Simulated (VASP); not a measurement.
Runs of VASP 6.6.1 on HfO2. The structure is monoclinic, space group P2_1/c (No. 14). The conventional cell has a = 5.118 Å, b = 5.186 Å, c = 5.284 Å, α = 90.00°, β = 99.35°, γ = 90.00°. Hf (site symmetry 1) is surrounded by 7 O at 2.03 to 2.25 Å. O (site symmetry 1) is surrounded by 3 Hf at 2.03 to 2.12 Å. O (site symmetry 1) is surrounded by 4 Hf at 2.14 to 2.25 Å. 

```tsv
task	level	cell	cutoff (eV)	smearing	gap on the mesh (eV)	pressure (GPa)	relaxed volume (Å³/atom)	largest force (eV/Å)
relaxation of cell and atoms	BLYP+D3(BJ)	relaxed	600	fermi-dirac 0.05 eV	4.11	0.0	11.60	-
single point	PBE	as given	520	gaussian 0.014 eV	(c)	2.7	-	0.46
relaxation of cell and atoms	BLYP+D4	relaxed	600	fermi-dirac 0.05 eV	(b)	0.1	(a)	0.01
relaxation of cell and atoms	BLYP+D3	relaxed	600	fermi-dirac 0.05 eV	4.09	0.0	11.71	0.01
```

Alike in all rows: potentials or basis VASP PAW PBE potentials, release 64 (Hf_pv, O); no spin polarisation; k mesh 5 × 5 × 5.

Fill in the values left out.

(a) 11.70; (b) 4.13; (c) 4.16.

Caveats: spin-orbit coupling is left out, which moves the levels of the heavy elements; an odd mesh through Γ misses points on the zone boundary, where band edges often lie; the PAW data sets were made with another functional, which shifts forces and pressure a little (some runs).

A k mesh can miss the band edges, and the runs leave out spin-orbit coupling on Hf.
